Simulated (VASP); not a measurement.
Set up this calculation in VASP 6.6.1, as the native input.

| Property | Result |
| --- | --- |
| Task | optical spectrum |
| Functional | PBE |
| Potentials or basis | VASP PAW PBE potentials, release 64 (Si, C) |
| Cutoff | 520 eV |
| k mesh | 12 × 12 × 3 |
| Occupations | gaussian, width 0.03 eV |
| Spin | no spin polarisation |
| Further INCAR settings | ALGO = Normal; EDIFF = 1e-07; NBANDS = 48 |

The structure of SiC lies in POSCAR:

```
SiC                                     
1.0
    3.0789830401      0.0000000000      0.0000000000
   -1.5394915200      2.6664775305      0.0000000000
    0.0000000000      0.0000000000     10.0795947977
  Si              C             
     4     4
Direct
     0.6666666699999979    0.3333333300000021    0.9378313346205758
     0.3333333300000021    0.6666666699999979    0.4378313346205758
     0.0000000000000000    0.0000000000000000    0.6878993575391306
     0.0000000000000000    0.0000000000000000    0.1878993575391306
     0.6666666699999979    0.3333333300000021    0.7498119035729829
     0.3333333300000021    0.6666666699999979    0.2498119035729829
     0.0000000000000000    0.0000000000000000    0.5004564042673110
     0.0000000000000000    0.0000000000000000    0.0004564042673110
```

The cell is a database's computed one.

The input as run:

INCAR

```
PREC = Accurate
ENCUT = 520
EDIFF = 1E-7
ISMEAR = 0
SIGMA = 0.03
LREAL = False
LASPH = True
NELM = 80
ALGO = Normal
ISIF = 2
LWAVE = False
LCHARG = False
GGA = PE
LOPTICS = True
NBANDS = 48
NEDOS = 1000
CSHIFT = 0.05
KPAR = 2
```

KPOINTS

```
Automatic mesh
0
Gamma
  12 12 3
```

Potentials or basis: VASP PAW PBE potentials, release 64 (Si, C).

Command:

```console
$ cat potpaw_PBE.64/Si/POTCAR potpaw_PBE.64/C/POTCAR > POTCAR
$ mpirun -np 2 vasp_std > vasp.out
```

Results of the run:

```yaml
Pressure: 3.2 GPa
Band_gap_on_the_k_mesh: 2.23 eV, indirect (least direct gap 3.35 eV)
```

Caveat: spectra need much finer meshes, so this one isn't converged; independent-particle spectra lack excitons; an odd mesh through Γ misses points on the zone boundary, where band edges often lie.

It took 57 s on 2 MPI ranks on Intel(R) Xeon(R) Platinum 8488C (Sapphire Rapids) (shared host), peak memory 0.33 GiB a rank.
